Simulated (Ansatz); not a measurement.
A plane-wave DFT run in Ansatz 0.2.0 (scalar-relativistic PAW potentials unless the input names others): input and command.

```yaml
crystal:
  lattice:
    - [10.9731486693, 0.0, 0.0]
    - [0.0, 3.952908546, 0.0]
    - [0.0, 0.0, 4.1871299922]
  atoms:
    - { symbol: Sn, position: [0.6177502454, 0.25, 0.3901751831] }
    - { symbol: Sn, position: [0.3822497546, 0.75, 0.6098248169] }
    - { symbol: Sn, position: [0.8822497546, 0.75, 0.8901751831] }
    - { symbol: Sn, position: [0.1177502454, 0.25, 0.1098248169] }
    - { symbol: S, position: [0.3539969349, 0.25, 0.0263479191] }
    - { symbol: S, position: [0.6460030651, 0.75, 0.9736520809] }
    - { symbol: S, position: [0.1460030651, 0.75, 0.5263479191] }
    - { symbol: S, position: [0.8539969349, 0.25, 0.4736520809] }
basis:
  ecutwfc: 420
kpoints:
  mp_grid: { grid: [4, 8, 8] }
hamiltonian:
  xc: lda
scf:
  occupations: { method: tetrahedron_uncorrected }
output:
  forces: true
  eigenvalues: true
  stress: true
magnetization:
  spin_polarized: true
```

```bash
ansatz run input.yaml --threads 4 --pin off --max-ram 8192MiB --backend cpu --events-out ev --progress --plain --runs-dir out
```

Abridged log:
```
Basis set: ecut = 420 eV, 3545 PW (Γ)
Bands: 48, of which v1, the nominal top of the filled ones, is band 40 counted from 1 (39 counted from 0)
Symmetry: 8 space group operations
k-points: 75 of 256
SCF iter   1: F=—  HF=-26996.736050 eV  |F-HF|=—  |Δ(HF+E_count)|=         —  Δρ=1.40e-2 (↑1.40e-2 ↓1.36e-2) dr2=6.02e-1  dr2_m=1.95e-1  M=3.148 μB ∫|m|=3.153 μB  ethr=1.24e-3  ⟨swp⟩=1.3  Hψ=18920  notcnv=0
Mixer restart at iter 1: flushing history
SCF iter   2: F=—  HF=-27000.174140 eV  |F-HF|=—  |Δ(HF+E_count)|=         —  Δρ=1.63e-2 (↑1.38e-2 ↓1.63e-2) dr2=9.90e-1  dr2_m=1.88e-1  M=0.000 μB ∫|m|=0.120 μB  β_m=0.30  ethr=7.53e-4  ⟨swp⟩=2.0  Hψ=9712  notcnv=0  defer=2
Mixer restart at iter 2: flushing history
spin=Collinear: Resta preconditioning applied to the charge; magnetization (m = ρ↑ − ρ↓) channel mixes plain (no charge-response kernel on spin).
SCF iter   3: F=—  HF=-27000.235635 eV  |F-HF|=—  |Δ(HF+E_count)|=         —  Δρ=7.50e-3 (↑7.50e-3 ↓7.50e-3) dr2=4.44e-1  dr2_m=0.00e0  M=0.000 μB ∫|m|=0.000 μB  β_m=0.30  ethr=7.53e-4  ⟨swp⟩=5.3  Hψ=8504  notcnv=0  defer=2
SCF iter   4: F=—  HF=-27000.168972 eV  |F-HF|=—  |Δ(HF+E_count)|=   6.67e-2  Δρ=5.39e-3 (↑5.39e-3 ↓5.39e-3) dr2=2.14e-1  dr2_m=0.00e0  M=0.000 μB ∫|m|=0.000 μB  β_m=0.64  ethr=5.56e-4  ⟨swp⟩=2.0  Hψ=4542  notcnv=0  defer=196
SCF iter   5: F=—  HF=-27000.117473 eV  |F-HF|=—  |Δ(HF+E_count)|=   5.15e-2  Δρ=7.51e-4 (↑7.51e-4 ↓7.51e-4) dr2=3.93e-3  dr2_m=0.00e0  M=0.000 μB ∫|m|=0.000 μB  β_m=0.71  ethr=2.67e-4  ⟨swp⟩=2.7  Hψ=5395  notcnv=0  defer=213
SCF iter   6: F=—  HF=-27000.117712 eV  |F-HF|=—  |Δ(HF+E_count)|=   2.39e-4  Δρ=1.90e-4 (↑1.90e-4 ↓1.90e-4) dr2=2.45e-4  dr2_m=0.00e0  M=0.000 μB ∫|m|=0.000 μB  β_m=0.83  ethr=4.91e-6  ⟨swp⟩=3.2  Hψ=6298  notcnv=0  defer=213
SCF iter   7: F=—  HF=-27000.117726 eV  |F-HF|=—  |Δ(HF+E_count)|=   1.42e-5  Δρ=3.41e-5 (↑3.41e-5 ↓3.41e-5) dr2=1.07e-5  dr2_m=0.00e0  M=0.000 μB ∫|m|=0.000 μB  β_m=0.85  ethr=3.07e-7  ⟨swp⟩=3.4  Hψ=6649  notcnv=0  defer=213
SCF iter   8: F=—  HF=-27000.117729 eV  |F-HF|=—  |Δ(HF+E_count)|=   2.88e-6  Δρ=1.05e-5 (↑1.05e-5 ↓1.05e-5) dr2=8.01e-7  dr2_m=0.00e0  M=0.000 μB ∫|m|=0.000 μB  β_m=0.89  ethr=1.34e-8  ⟨swp⟩=3.0  Hψ=7118  notcnv=0  defer=213
SCF iter   9: F=-27000.117729 eV  HF=-27000.117729 eV  |F-HF|=4.97e-8  |Δ(HF+E_count)|=   5.94e-8  Δρ=2.55e-6 (↑2.55e-6 ↓2.55e-6) dr2=7.32e-8  dr2_m=0.00e0  M=0.000 μB ∫|m|=0.000 μB  β_m=0.83  ethr=1.25e-10  ⟨swp⟩=7.1  Hψ=18771  notcnv=0
SCF iter  10: F=-27000.117729 eV  HF=-27000.117729 eV  |F-HF|=1.64e-9  |Δ(HF+E_count)|=   1.25e-8  Δρ=7.16e-7 (↑7.16e-7 ↓7.16e-7) dr2=4.27e-9  dr2_m=0.00e0  M=0.000 μB ∫|m|=0.000 μB  β_m=0.89  ethr=9.15e-11  ⟨swp⟩=2.2  Hψ=12498  notcnv=0
SCF iter  11: F=-27000.117729 eV  HF=-27000.117729 eV  |F-HF|=3.24e-10  |Δ(HF+E_count)|=  2.33e-10  Δρ=2.21e-7 (↑2.21e-7 ↓2.21e-7) dr2=4.17e-10  dr2_m=0.00e0  M=0.000 μB ∫|m|=0.000 μB  ethr=5.34e-12  ⟨swp⟩=1.0  Hψ=11064  notcnv=0
SCF 1 converged in 11 iterations: F = -27000.117729 eV  dr2 = 4.17e-10
SCF converged after 11 iterations
an eigenvalue changed by more than its tolerance at an iteration that met the thresholds in force, so the SCF went on 2 times: the last check found none over its tolerance
Magnetization: 0.0000 μB (40.0000 up, 40.0000 down)
Absolute magnetization: 0.0000 μB (∫|ρ↑−ρ↓|)
Spin contamination: 0.0000 ħ² per cell (⟨S²⟩ above its minimum at these occupations)
Per-site moments (μB) at R_I (Å): [(0.0, 1.07902878), (0.0, 1.07902878), (0.0, 1.07902878), (0.0, 1.07902878), (0.0, 1.07902878), (0.0, 1.07902878), (0.0, 1.07902878), (0.0, 1.07902878)]
Free energy (F): -27000.117729 eV
Harris-Foulkes:  -27000.117729 eV  (|F-HF|=3.24e-10)
Internal energy: -27000.117729 eV  (E = F + TS)
E sigma→0 (E₀):  -27000.117729 eV
Fermi energy:    8.913840 eV
--- Forces (eV/Å), atoms counted from 1 ---
  atom   1  Sn    -0.00087182     0.00000000    -0.00061517
  atom   2  Sn     0.00087182     0.00000000     0.00061517
  atom   3  Sn     0.00087182     0.00000000    -0.00061517
  atom   4  Sn    -0.00087182     0.00000000     0.00061517
  atom   5  S      0.00060771     0.00000000    -0.00036722
  atom   6  S     -0.00060771     0.00000000     0.00036722
  atom   7  S     -0.00060771     0.00000000    -0.00036722
  atom   8  S      0.00060771     0.00000000     0.00036722
--- Stress (GPa, compression-positive) ---
        0.003929       0.000000       0.000000
        0.000000      -0.001525       0.000000
        0.000000       0.000000      -0.001798
  P = ⅓ Tr σ = 0.0002 GPa (0.002 kbar)
```

Apart from outputs, empty bands and the relaxation, which only the reference makes, the input differs from a reference run on usual settings in scf.occupations.method: "gaussian" → "tetrahedron_uncorrected"; scf.occupations.width: 0.02 → not typed; magnetization: not typed → {"spin_polarized": true}. The reference, at the same geometry, ended its own course with pressure 0.00 GPa, largest force 0.001 eV/Å, gap on the mesh 0.66 eV. This run converged in 11 SCF iterations with an energy at zero smearing within 0.01 meV/atom of the reference's, pressure 0.00 GPa, largest force 0.001 eV/Å, gap on the mesh 0.66 eV.

It took 10 s on 4 threads of Intel(R) Xeon(R) 6975P-C (Granite Rapids), on a shared host, peak memory 1.1 GiB.